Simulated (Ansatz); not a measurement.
## What DFT gives for Ag

```xyz
2
Lattice="1.5121 2.6190 0.0000 -1.5121 2.6190 0.0000 0.0000 0.0000 4.8337" Properties=species:S:1:pos:R:3 pbc="T T T"
Ag   -0.0002    1.7461    1.2084
Ag   -0.0002    3.4919    3.6253
```

Level: PBEsol, no spin polarisation; 420 eV; 13×13×7 Γ-centred mesh; fermi-dirac occupations (width 0.04 eV); Ansatz 0.2.0, fixed geometry.

Task: Are the atoms at rest?

Result: The forces vanish by the symmetry of the sites.

Task: Is the cell too large or too small?

Result: The pressure is -11.0 GPa (compression positive), so with the atoms held at these fractions the cell would first shrink. The principal stresses -11.8, -11.8, -9.3 GPa differ, so its shape would change too.

Task: Describe some of the short contacts.

Result: Ag–Ag at 2.98 Å: least valence density 0.18 e/Å³ and ELF 0.16 there. Both are smooth PAW fields, read partly inside the augmentation spheres.

Task: Metal or insulator?

Result: It is a metal, with about 0.62 states/eV a cell as the mean within 0.25 eV of the Fermi level.

Origin: a known structure type with other elements, at an estimated volume, so it need not be a known compound.
